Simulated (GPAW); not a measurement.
Write an ASE script for GPAW 26.7.0 that does the following.

```yaml
Task: equation of state
Functional: AM05
Potentials_or_basis: PAW data sets generated in the run's folder for this functional
Cutoff: 800 eV
Basis: pw
k_mesh: 10 × 10 × 10
Occupations: fermi-dirac, width 0.05 eV
Spin: no spin polarisation
Maxiter: 150
Eos_scales: "[0.94, 0.96, 0.98, 1.0, 1.02, 1.04, 1.06]"
```

The structure of GaN lies in GaN.cif:

```cif
data_GaN
_cell_length_a 3.18693112
_cell_length_b 3.18693112
_cell_length_c 3.18693112
_cell_angle_alpha 60.00000000
_cell_angle_beta 60.00000000
_cell_angle_gamma 60.00000000
_space_group_name_H-M_alt 'P1'
_space_group_name_Hall 'P 1'
_space_group_IT_number 1
loop_
_space_group_symop_operation_xyz
'x,y,z'
loop_
_atom_site_label
_atom_site_type_symbol
_atom_site_symmetry_multiplicity
_atom_site_Wyckoff_symbol
_atom_site_fract_x
_atom_site_fract_y
_atom_site_fract_z
_atom_site_occupancy
Ga1 Ga 1 a 0.0000000000 0.0000000000 0.0000000000 1
N1 N 1 a 0.2500000000 0.2500000000 0.2500000000 1
```

The cell is a database's computed one.

The input as run:

run.py

```python
from ase.eos import EquationOfState
from ase.io import Trajectory, read
from ase.units import GPa
from gpaw import GPAW, PW, setup_paths

setup_paths.insert(0, '.')

atoms = read('GaN.cif')

traj = Trajectory('eos.traj', 'w')
volumes, energies = [], []
for x in [0.94, 0.96, 0.98, 1.0, 1.02, 1.04, 1.06]:
    a = atoms.copy()
    a.set_cell(atoms.cell * x**(1 / 3), scale_atoms=True)
    calc = GPAW(mode=PW(800),
                xc='AM05',
                kpts={'size': (10, 10, 10), 'gamma': True},
                occupations={'name': 'fermi-dirac', 'width': 0.05},
                nbands=11,
                convergence={'density': 1e-05, 'energy': 1e-05},
                maxiter=150,
                txt=f'eos-{x:.2f}.txt')
    a.calc = calc
    energies.append(a.get_potential_energy(force_consistent=True))
    volumes.append(a.get_volume())
    p = -a.get_stress()[:3].mean() / GPa
    calc.write(f'eos-{x:.2f}.gpw')
    traj.write(a)
    print(f'{x:.2f} {volumes[-1]:10.4f} A^3 {energies[-1]:14.6f} eV {p:9.3f} GPa', flush=True)

v0, e0, B = EquationOfState(volumes, energies, eos='birchmurnaghan').fit()
print(f'V0 = {v0:.4f} A^3, E0 = {e0:.6f} eV, B0 = {B / GPa:.2f} GPa')
```

Potentials or basis: PAW data sets generated in the run's folder for this functional, pw.

Command:

```bash
$ gpaw-setup -f AM05 Ga N
$ OMP_NUM_THREADS=1 python run.py
```

It gave:

The equilibrium volume is 11.85 Å³/atom and the bulk modulus is 197 GPa. The pressure derivative of the bulk modulus is 4.7.

Caveat: the data sets keep Ga 3d, Li 1s and Be 1s frozen, and some such compounds lay over 1.5 % in volume off other programs.

Wall time 66 s on 1 thread of AMD EPYC 9R14 (Zen 4), on a shared host, peak memory 0.23 GiB.
